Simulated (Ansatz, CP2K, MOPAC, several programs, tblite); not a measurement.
## Many methods on one cell: SrCl₂ (anatase)

SrCl₂ built on the anatase prototype, relaxed with r2SCAN in Ansatz, was computed with several methods. It is tetragonal, I4_1/amd (No. 141); a = 5.673 Å, c = 13.912 Å in the conventional setting, 37.32 Å³ an atom. Around Sr lie 6 Cl at 2.89–2.92 Å; around Cl lie 3 Sr at 2.89–2.92 Å. All values are calculated for a non-magnetic cell, which may be hypothetical.

```xyz
6
Lattice="-2.8367 2.8367 6.9561 2.8367 -2.8367 6.9561 2.8367 2.8367 -6.9561" Properties=species:S:1:pos:R:3 pbc="T T T"
Sr    0.0000    2.8367    3.4780
Sr    0.0000    0.0000    0.0000
Cl    0.0000    2.8367    0.5617
Cl    0.0000    0.0000   10.9958
Cl    0.0000    0.0000    2.9164
Cl    0.0000    2.8367    6.3944
```

Gaps and times are for a single point on this cell; volume and bulk modulus come from each method's own relaxation or energy curve at fixed shape, which is too stiff where a cell has free coordinates or axes. Times are rough, from shared hosts (Arm Neoverse V1), and each method has its own mesh and cell size. A double dagger marks a value from a curve with shape and coordinates held. GFN1-xTB (tblite): levels, charges or heat of formation failed a check of plausibility, so no values are given. PM6 (MOPAC), PM7 (MOPAC), GFN1-xTB (tblite), GFN2-xTB (tblite) treat a cluster of cells at its zone centre, which samples few k points: where these miss a band edge, the gap comes out too large for that reason alone. Gaps from k meshes are read at a limited set of points (mesh, symmetry points, PBE's band edges), so each method's own least gap may be somewhat smaller. xTB and the PM methods were fitted mostly to molecules, and can miss a solid's gap by electronvolts. Minimal bases can be far off for gaps. d marks a direct gap, i an indirect one (no mark: not told apart), a dash a value that wasn't computed or didn't pass its checks.

| method | kind | gap (eV) | own volume (Å³/atom) | bulk modulus (GPa) | atoms computed | processor time |
| --- | --- | --- | --- | --- | --- | --- |
| light PBE (260 eV and a coarse mesh) | light plane-wave | 5.49 i | – | – | 6 | 2 s |
| GFN1-xTB (tblite) | tight binding | – | – | – | 48 | 3.4 s |
| GFN2-xTB (tblite) | tight binding | 2.87 | – | – | 48 | 3.6 s |
| PM6 (MOPAC) | semi-empirical | 9.56 | – | – | 48 | 4.3 s |
| PM7 (MOPAC) | semi-empirical | 10.85 | – | – | 48 | 4.4 s |
| PBE | semilocal | 5.50 i | 38.17 | 25‡ | 6 | 17 s |
| PBE/SZV (CP2K) | small basis | 3.95 i | – | – | 6 | 19 s |
| PBE/DZVP (CP2K) | small basis | 5.53 i | 38.47‡ | 25‡ | 6 | 29 s |
| r2SCAN | semilocal | 6.16 i | 37.32 | 27‡ | 6 | 38 s |

Against r2SCAN (6.16 eV) and with closed or daggered gaps left aside, the nearest gap at the points sampled is that of PBE/DZVP (CP2K) (-0.63 eV) and the farthest that of PM7 (MOPAC) (+4.69 eV). r2SCAN is only a yardstick of convenience: semilocal gaps usually lie below measured ones, which GLLB-SC and hybrids aim to mend.

Volumes against r2SCAN's: PBE +2.3 %.

Runs without a result: GLLB-SC (GPAW) (single point, out of time).
